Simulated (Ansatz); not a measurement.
C: random displacements

Level of theory: Ansatz, DFT PBE, scalar-relativistic, plane waves, PAW. Settings: plane waves to 420 eV, k-mesh 6×6×6 (Γ-centred), Gaussian smearing 0.05 eV. No spin polarisation. Energies are free energies at this smearing, counted from the undisturbed cell; pressure is positive in compression.

The starting cell (relaxed at this level):

```
CELL_PARAMETERS angstrom
3.57148 0.00000 0.00000
0.00000 -3.57148 0.00000
0.00000 0.00000 -3.57148
ATOMIC_POSITIONS crystal
C 0.50000 0.00000 0.00000
C 0.00000 0.50000 0.00000
C 0.00000 0.00000 0.50000
C 0.50000 0.50000 0.50000
C 0.75000 0.75000 0.75000
C 0.25000 0.25000 0.75000
C 0.25000 0.75000 0.25000
C 0.75000 0.25000 0.25000
```

The atoms are displaced (Å, in the unstrained cell):

```csv
atom,ux,uy,uz
C1,0.038,-0.156,0.171
C2,0.098,0.261,0.242
C3,-0.105,0.194,0.133
C4,-0.172,0.145,-0.361
C5,-0.325,-0.164,-0.099
C6,-0.230,-0.046,0.295
C7,0.292,-0.114,-0.188
C8,0.404,-0.120,-0.194
```

Strain (Voigt, engineering shear): (0.0197, -0.0070, 0.1060, 0.0055, 0.0888, -0.0928).

Problem. What are the energy change, the stress and the forces?

Solution. ΔE = 2333.8 meV/atom; stress (xx, yy, zz, yz, xz, xy; compression positive) (39.88, 55.06, -7.55, 24.42, -10.62, 26.99) GPa.
```tsv
atom	Fx (eV/Å)	Fy	Fz
C1	-4.73	-4.31	-8.98
C2	-4.67	-5.94	-9.25
C3	3.68	0.53	-0.19
C4	9.01	-9.68	8.72
C5	8.32	11.78	6.42
C6	-3.32	5.95	-3.40
C7	-4.18	2.73	1.45
C8	-4.12	-1.06	5.23
```

Cost: 1 run of about 0.28 core-minutes, on Arm Neoverse V2 (shared hosts).